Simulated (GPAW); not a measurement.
Equation of state of Ni under PBEsol+D3(zero damping)

```cif
data_structure
_symmetry_space_group_name_H-M 'Fm-3m'
_symmetry_Int_Tables_number 225
_cell_length_a 3.4751
_cell_length_b 3.4751
_cell_length_c 3.4751
_cell_angle_alpha 90.000
_cell_angle_beta 90.000
_cell_angle_gamma 90.000
_cell_volume 41.97
loop_
_atom_site_label
_atom_site_type_symbol
_atom_site_symmetry_multiplicity
_atom_site_Wyckoff_symbol
_atom_site_fract_x
_atom_site_fract_y
_atom_site_fract_z
_atom_site_occupancy
Ni1 Ni 4 a 0.00000 0.00000 0.00000 1
```

The cell was scaled at fixed shape and fractions and run with GPAW, PAW data sets generated for this functional, cutoff 600 eV; PBEsol+D3(zero damping), k mesh 11 × 11 × 11 on the cell of 1 atom, fermi-dirac occupations of 0.05 eV, collinear spin, ferromagnetic start, no spin-orbit coupling. Energies are those that the program minimises, any entropy of the smearing included. For a metal such a mesh isn't converged to the digits shown. The magnetic state is the one that the start led to, which needn't be the lowest.

| V (Å³/atom) | energy over the lowest row (meV/atom) |
| --- | --- |
| 9.8625 | 10.73 |
| 10.0723 | 1.66 |
| 10.2822 | 0.00 |
| 10.4920 | 4.89 |
| 10.7019 | ? |
| 10.9117 | 31.37 |
| 11.1215 | 51.63 |

Fit the third-order Birch-Murnaghan form, give V0, B0 and B′, and predict the energy left open.

With y = (V0/V)^(2/3), E = E0 + (9 V0 B0/16) [(y - 1)³ B′ + (y - 1)² (6 - 4y)]. Least squares through the rows shown give V0 = 10.2267 Å³/atom, E0 = -0.23 meV, B0 = 251.7 GPa (1 eV/Å³ = 160.218 GPa) and B′ = 5.10, with a largest miss of 0.01 meV. At V = 10.7019 the form with these constants gives 15.58 meV; the run gave 15.57 meV an atom. Measured volume: 10.94 Å³/atom at 298 K (a printed reference work), so the fit lies -6.5 % from it. The runs are for a static lattice.
